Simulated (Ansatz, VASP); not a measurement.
## One calculation of N2, two programs

The input INCAR:

```
SYSTEM = N
PREC = Accurate ; ENCUT = 520
EDIFF = 1E-6 ; ISMEAR = 0
SIGMA = 0.01 ; LREAL = .False.
LASPH = .True. ; NELM = 100
ALGO = Normal ; ISIF = 2
LWAVE = .False. ; LCHARG = .False.
GGA = PE ; IBRION = 2
NSW = 80 ; EDIFFG = -0.001
```

Contents of KPOINTS:

```
Automatic mesh
0
Gamma
  1 1 1
  0 0 0
```

File POSCAR:

```
N
1.0
   11.0000000000      0.0000000000      0.0000000000
    0.0000000000     11.5000000000      0.0000000000
    0.0000000000      0.0000000000     12.0000000000
N
2
Direct
    0.5000000000      0.5000000000      0.4541666667
    0.5000000000      0.5000000000      0.5458333333
```

Input for Ansatz:

```yaml
crystal:
  lattice:
    - [11.0, 0.0, 0.0]
    - [0.0, 11.5, 0.0]
    - [0.0, 0.0, 12.0]
  atoms:
    - { symbol: "N", position: [0.5, 0.5, 0.4541666667] }
    - { symbol: "N", position: [0.5, 0.5, 0.5458333333] }
scf:
  occupations: { method: fixed }
output:
  forces: true
  stress: false
  write_density: true
  write_potential: true
  elf: true
  volumetric_format: npy
hamiltonian:
  xc: pbe
kpoints:
  mp_grid: { grid: [1, 1, 1] }
basis:
  ecutwfc: 600
relax:
  f_tol: 0.001
```

Alike in both runs: task relaxation of the atoms; functional PBE; k mesh 1 × 1 × 1; no spin polarisation.

|  | VASP | Ansatz |
| --- | --- | --- |
| version | VASP 6.6.1 | Ansatz 0.2.0 |
| potentials or method | VASP PAW PBE potentials, release 64 (N) | scalar-relativistic, plane waves, PAW |
| plane-wave cutoff (eV) | 520 | 600 |
| occupations | gaussian, width 0.01 eV | fixed |
| valence electrons in the cell | 10 | 10 |

VASP gave:

| Property | Result |
| --- | --- |
| gap on the k mesh at the Fermi level, each at its own relaxed structure (eV) | 8.07 |
| energy change over the relaxation (meV/atom) | -7 |

Which values does Ansatz return?

gap on the k mesh at the Fermi level, each at its own relaxed structure (eV): 8.24; energy change over the relaxation (meV/atom): 0.

Caveats: the standard files for N, O and F lose accuracy on very short bonds. Expect the measured gap to be larger: semilocal functionals such as PBE lack the derivative discontinuity.
